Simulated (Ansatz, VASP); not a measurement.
# I: VASP beside Ansatz

File INCAR:

```
PREC     = Accurate       # precision mode
ENCUT    = 520            # plane-wave cutoff, eV
EDIFF    = 1E-6           # SCF threshold, eV
ISMEAR   = 0              # smearing method
SIGMA    = 0.1            # smearing width, eV
LREAL    = False          # projectors in reciprocal space
LASPH    = True           # aspherical terms in the spheres
NELM     = 100            # most SCF steps
ALGO     = Fast           # electronic algorithm
ISIF     = 2              # what is computed and relaxed
LWAVE    = False          # write WAVECAR
LCHARG   = False          # write CHGCAR
GGA      = PE             # functional
NBANDS   = 10             # bands
```

File KPOINTS:

```
regular mesh
0
Gamma
  12 12 14
```

The input POSCAR:

```
I
1.0
   -1.4641303070      1.6253400494      4.3797019275
    1.6253400494     -1.4641303070      4.3797019275
    1.6582250270      1.6582250270     -4.3185620907
I
1
Direct
    0.0000000000      0.0000000000      0.0000000000
```

Input for Ansatz:

```yaml
crystal:
  lattice:
    - [-1.464130307, 1.6253400494, 4.3797019275]
    - [1.6253400494, -1.464130307, 4.3797019275]
    - [1.658225027, 1.658225027, -4.3185620907]
  atoms:
    - { symbol: I, position: [0.0, 0.0, 0.0] }
basis:
  ecutwfc: 420
kpoints:
  mp_grid: { grid: [12, 12, 14] }
hamiltonian:
  xc: pbe
scf:
  occupations: { method: gaussian, width: 0.1 }
output:
  forces: true
  stress: true
  eigenvalues: true
```

Alike in both runs: task single point; functional PBE; k mesh 12 × 12 × 14; occupations gaussian, width 0.1 eV; no spin polarisation.

```csv
,VASP,Ansatz
version,VASP 6.6.1,Ansatz 0.2.0
potentials or method,"VASP PAW PBE potentials, release 64 (I)","scalar-relativistic, plane waves, PAW"
plane-wave cutoff (eV),520,420
valence electrons in the cell,7,17
```

Ansatz gave:

- gap on the k mesh at the Fermi level (eV): none
- pressure (GPa): -0.9
- largest component of the traceless stress (GPa): 1.06

Task: Which values does VASP return?

Result: gap on the k mesh at the Fermi level (eV): none; pressure (GPa): -1.0; largest component of the traceless stress (GPa): 1.09.

A gap of «none» marks a metal or a gap that the smearing closes. The functional is the same, so the differences come from potentials, cutoffs and numerics. The two sets of potentials don't hold the same shells in valence.

Caveats: an odd number of electrons without spin polarisation forces a metal; a magnetic or distorted state may lie lower. Spin-orbit coupling is left out, which matters for the levels of I.
